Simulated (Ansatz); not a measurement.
## NaCl: relaxed-ion elastic tensor

Level of theory: Ansatz 0.2.0, DFT PBE, scalar-relativistic, plane waves, PAW. Settings: 420 eV plane-wave cutoff, Γ-centred 8×8×4 mesh, fixed occupations. No spin polarisation.

Equilibrium structure at this level:
```xyz
4
Lattice="1.9770 -3.4259 0.0000 1.9770 3.4259 0.0000 0.0000 0.0000 6.8430" Properties=species:S:1:pos:R:3 pbc="T T T"
Na    1.9770    0.0000    3.4215
Na    1.9770    0.0000    0.0000
Cl    1.9770   -2.2844    1.7107
Cl    1.9770    2.2844    5.1322
```

It was reached by relaxing an invented guess, and it needn't be the stable form of this composition.

(1) Give the relaxed-ion elastic constants (GPa, Voigt order xx yy zz yz xz xy, on the Cartesian axes of the cell above).

(2) Is the crystal stable against homogeneous strain?

(3) And the moduli of a polycrystal (Hill averages)?

## Answers

(1)
C11 = 41.2, C12 = 16.7, C13 = 11.2, C22 = 41.2, C23 = 11.2, C33 = 51.5, C44 = 11.9, C55 = 11.9, C66 = 12.2 GPa; the others vanish.

(2) Yes: the least eigenvalue of the tensor is 11.9 GPa.

(3) B = 24 GPa, G = 13 GPa, E = 34 GPa, ν = 0.26.
